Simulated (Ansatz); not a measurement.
Theory: DFT PBE, scalar-relativistic, plane waves, PAW in Ansatz. Cutoff 420 eV, Γ-centred k meshes of 288 to 864 points, fixed occupations in insulators, in metals Fermi–Dirac smearing of 0.15 eV (Gaussian, 0.2 eV, where magnetic), no spin polarisation. Each crystal stands at its own equilibrium volume, in the symmetry named.

Task: Order these crystals by the static dielectric constant ε0 (a third of the trace), lowest first.
A. C (P6_3/mmc, 4 atoms in the cell, 5.7 Å³/atom, C next to 4 C)
B. AlN (P6_3mc, 4 atoms in the cell, 10.6 Å³/atom, Al next to 4 N)
C. Si3N4 (P6_3/m, 14 atoms in the cell, 10.6 Å³/atom, Si next to 4 N)

Result: A (5.8), C (8.2), B (8.8).

Cost: 3 runs of about 41 core-minutes in all, on Arm Neoverse V2, Arm Neoverse V1 (shared hosts).